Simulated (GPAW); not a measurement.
Runs of GPAW 26.7.0 on C. It takes space group P6_3/mmc (No. 194, hexagonal). The conventional cell has a = 2.522 Å, b = 2.522 Å, c = 8.237 Å, α = 90.00°, β = 90.00°, γ = 120.00°. C (site symmetry 3m) is surrounded by 4 C at 1.54 Å. C (site symmetry 3m) has 4 C at 1.54 Å as nearest neighbours. This is a hexagonal form of diamond, not graphite.

| task | level | potentials or basis | cell | band path | band points | optimizer | fmax | max steps | gap on the mesh (eV) | pressure (GPa) | relaxed volume (Å³/atom) | largest force (eV/Å) |
| --- | --- | --- | --- | --- | --- | --- | --- | --- | --- | --- | --- | --- |
| band structure | LDA | PAW data sets generated in the run's folder for this functional, pw | as given | GMKGALHA,LM,KH | 100 | - | - | - | (a) | -12.9 | - | 0.33 |
| band structure | TASK | GPAW PAW data sets (gpaw-data 1.2.1), pw | as given | GMKGALHA,LM,KH | 60 | - | - | - | (b) | (c) | - | 0.40 |
| relaxation of cell and atoms | revPBE+D3(BJ) | the program's PAW data sets (release 1.2.1) made for this functional, pw | relaxed | - | - | LBFGS | 0.05 eV/Å | 60 | 4.57 | 0.2 | 5.61 | 0.01 |
| relaxation of cell and atoms | BLYP+D3 | PAW data sets generated in the run's folder for this functional, pw | relaxed | - | - | BFGS | 0.05 eV/Å | 40 | 4.85 | -0.2 | 5.76 | 0.01 |

Alike in all rows: no spin polarisation; k mesh 7 × 7 × 2; cutoff (eV) 800; smearing fermi-dirac 0.05 eV; the mesh is coarse, so values aren't converged.

Question: Fill in the values left out.

Answer: (a) 4.38; (b) 4.67; (c) 13.9.

Caveats: later steps reuse the first step's grids (some runs); an odd mesh through Γ misses points on the zone boundary, where band edges often lie (some runs); the PAW data sets were made with another functional, which shifts forces and pressure a little (some runs).
